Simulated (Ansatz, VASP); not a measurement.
## One calculation of Ta, two programs

```
CELL_PARAMETERS angstrom
0.00000 1.74707 1.74707
1.74707 0.00000 1.74707
1.74707 1.74707 0.00000
ATOMIC_POSITIONS crystal
Ta 0.00000 0.00000 0.00000
```

Change from the starting cell: volume scaled by 0.6, LAPW.

Alike in both runs: task single point; functional LDA; k mesh 16 × 16 × 16; occupations fermi-dirac, width 0.1 eV; no spin polarisation.

|  | VASP | Ansatz |
| --- | --- | --- |
| version | VASP 6.6.1 | Ansatz 0.2.0 |
| potentials or method | VASP PAW LDA potentials, release 64 (Ta_pv), cutoff 520 eV | all-electron LAPW, scalar-relativistic |

VASP gave:

- pressure (GPa): 275.4

Task: Estimate Ansatz's values.

Result: Pressure (GPa): 263.6.

Ansatz ran all-electron here, so the differences hold the error of VASP's frozen core and of both bases.

Caveats: the cell as given lies far from equilibrium; so large a pressure means that the cell lies far from this level's equilibrium, or that cutoff or potentials fall short (VASP). The runs have no spin-orbit coupling, so splittings on Ta are missing.
